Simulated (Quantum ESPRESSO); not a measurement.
Crystal: BaTiO3.

```
CELL_PARAMETERS angstrom
2.82737 1.63238 2.31839
-2.82737 1.63238 2.31839
0.00000 -3.26476 2.31839
ATOMIC_POSITIONS crystal
Ba 0.00000 0.00000 0.00000
Ti 0.48450 0.48450 0.48450
O 0.50860 0.01750 0.50860
O 0.01750 0.50860 0.50860
O 0.50860 0.50860 0.01750
```

- Program: Quantum ESPRESSO 7.5
- Task: phonons
- Functional: LDA
- Potentials or basis: PseudoDojo 0.4.1 SR LDA stringent
- Cutoff: 1252 eV
- Density cutoff: 5007 eV
- k mesh: 4 × 4 × 4, shifted
- Occupations: fermi-dirac, width 0.05 eV
- Spin: no spin polarisation
- Form of the LDA correlation: PW92
- Mixing beta: 0.5
- Most SCF iterations: 120
- SCF threshold: 1e-09 Ry

The atoms were relaxed first, and the response was taken there.

The first run showed a gap, so the response started from a second, tighter run with fixed occupations.

Question: Which optical modes does the crystal have at the zone centre, and which show in infrared and Raman spectra?

Answer: The optical modes are 4E + 3A1 + A2. Infrared active: 4E + 3A1. Raman active: 4E + 3A1.

Optical modes at Γ, degenerate ones joined, polar ones without the macroscopic field:
| cm⁻¹ | components | symmetry | active in | IR intensity, summed ((D/Å)²/amu) |
| --- | --- | --- | --- | --- |
| 161 | 2 | E | IR and Raman | 21.78 |
| 164 | 1 | A1 | IR and Raman | 5.59 |
| 228 | 2 | E | IR and Raman | 110.96 |
| 272 | 1 | A1 | IR and Raman | 41.23 |
| 279 | 1 | A2 | silent | 0.00 |
| 293 | 2 | E | IR and Raman | 0.07 |
| 465 | 2 | E | IR and Raman | 12.33 |
| 518 | 1 | A1 | IR and Raman | 8.25 |

Zone-centre frequencies without and with the macroscopic field along z (cm⁻¹):
|  | optical modes in rising order |
| --- | --- |
| without | 161 161 164 228 228 272 279 293 293 465 465 518 |
| with the field | 161 161 178 228 228 279 293 293 464 465 465 672 |

Born effective charge tensors (e):
atom 1, Ba
```
2.78 0.00 0.00
0.00 2.78 0.00
0.00 0.00 2.73
```
atom 2, Ti
```
6.49 0.00 0.00
0.00 6.49 0.00
0.00 0.00 5.54
```
atom 3, O
```
-3.64  0.97  1.22
 0.97 -2.52 -0.71
 1.03 -0.60 -2.75
```
atom 4, O
```
-3.64 -0.97 -1.22
-0.97 -2.52 -0.71
-1.03 -0.60 -2.75
```
atom 5, O
```
-1.96  0.00  0.00
 0.00 -4.20  1.41
 0.00  1.19 -2.75
```

Caveat: the cell is more than 3 GPa from zero pressure, which shifts response properties.
